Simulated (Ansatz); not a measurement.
**Tetragonal ZrO2 (model structure) (like a known high-temperature phase): properties by level of theory**

| level (code) | lattice parameter a (Å) | c axis length (Å) |
|---|---|---|
| LDA (Ansatz) | 3.557 | ___ |
| PBE (Ansatz) | 3.621 | ___ |
| PBEsol (Ansatz) | ___ | ___ |
| r²SCAN (Ansatz) | 3.601 | 5.228 |
| HSE06 (Ansatz) | ___ | 5.201 |

Question: What belongs in the gaps?

Answer: 
- LDA (Ansatz, a program for electronic structure), c axis length (Å): 5.112
- PBE (Ansatz), c axis length (Å): 5.283
- PBEsol (Ansatz), lattice parameter a (Å): 3.584
- PBEsol (Ansatz), c axis length (Å): 5.178
- HSE06 (Ansatz), lattice parameter a (Å): 3.588

Ansatz's density-functional and Hartree–Fock values are scalar-relativistic unless marked +SOC, with PAW data made under PBE.

A model structure was made by putting elements into a prototype or built by hand; here it ended with the formula and space group of a phase in our tables.
